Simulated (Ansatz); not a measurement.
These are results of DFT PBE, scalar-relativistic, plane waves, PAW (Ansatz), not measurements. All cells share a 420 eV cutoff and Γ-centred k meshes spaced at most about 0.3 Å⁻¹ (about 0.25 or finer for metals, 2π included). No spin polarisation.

All energies are static (0 K, no zero-point motion).

Two relaxed structures of ZnSn2N2:

A.

```xyz
5
Lattice="3.3502 0.0000 0.0000 0.0000 3.3502 0.0000 0.0000 0.0000 8.0836" Properties=species:S:1:pos:R:3 pbc="T T T"
Zn    0.0000    0.0000    0.0000
Sn    1.6751    1.6751    5.6255
Sn    1.6751    1.6751    2.4582
N     1.6751    0.0000    1.1663
N     0.0000    1.6751    6.9174
```

B.

```xyz
5
Lattice="3.1869 -6.3519 0.0000 3.1869 6.3519 0.0000 0.0000 0.0000 3.0279" Properties=species:S:1:pos:R:3 pbc="T T T"
Zn    3.1869    0.0000    0.0000
Sn    3.1869   -2.7396    0.0000
Sn    3.1869    2.7396    0.0000
N     5.8200    0.0000    0.0000
N     0.5537    0.0000    0.0000
```

Question: Which would you expect to be lower, and how large is the difference?

Answer: A is lower, by 20 meV/atom. A has space group P-4m2 (No. 115), 18.1 Å³/atom and no gap on its mesh; B has space group Cmmm (No. 65), 24.5 Å³/atom and no gap. Counting N atoms around Sn and Zn (those within 1.25 times the shortest such distance or 1.15 times the sum of covalent radii, 1.27 where that leaves under three; the shortest distance is added where it exceeds 1.18 times the sum of covalent radii), A has Zn 4, Sn 2 and B has Zn 2 from 2.6 Å, Sn 4 from 3.7 Å. B holds N–N pairs as short as in free N₂ molecules (shortest 1.11 Å); in A the shortest N–N distance is 3.32 Å. The denser one is the lower, and pressure would at first widen the difference. Even the lower one lies +0.28 eV/atom against the reference forms of the elements (uncorrected), so neither is stable at this level. Origin: A, reached from a Materials Project cell; B, invented. Shaken at random and relaxed again, A falls into a cell with space group C2 (No. 5), 30 meV/atom lower, so it is a saddle point or a shallow minimum. The lowest form computed isn't among them: it has space group R-3m (No. 166), 19.2 Å³/atom and lies 36 meV/atom below the best shown.

The k mesh leaves some 4 meV/atom of noise in the energy of each metallic cell. The zero gap of P-4m2 may come from the functional, which often closes small gaps. Cells without such a test can be saddle points. Some candidate types were left out of the draw beforehand, so a known form may be missing.
